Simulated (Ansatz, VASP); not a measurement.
## Cu: VASP beside Ansatz

```
CELL_PARAMETERS angstrom
0.00000 2.61593 2.61593
2.61593 0.00000 2.61593
2.61593 2.61593 0.00000
ATOMIC_POSITIONS crystal
Cu 0.87500 0.87500 0.87500
Cu 0.12500 0.12500 0.12500
```

Alike in both runs: functional PBEsol; k mesh 14 × 14 × 14; occupations fermi-dirac, width 0.1 eV; no spin polarisation.

Ansatz relaxed the structure, and its values are those at the end. VASP's run is a single point on that final structure, the one shown.

|  | VASP | Ansatz |
| --- | --- | --- |
| version | VASP 6.6.1 | Ansatz 0.2.0 |
| potentials or method | VASP PAW PBE potentials, release 64 (Cu) | PAW with Ansatz's default frozen-core files, scalar-relativistic |
| plane-wave cutoff (eV) | 520 | 420 |
| valence electrons in the cell | 22 | 38 |

```csv
,VASP,Ansatz,Ansatz less VASP
pressure (GPa),0.3,0.0,-0.30
```

The two sets of potentials don't hold the same shells in valence.

Caveats: the PAW data sets were made with another functional, which shifts forces and pressure a little (VASP).
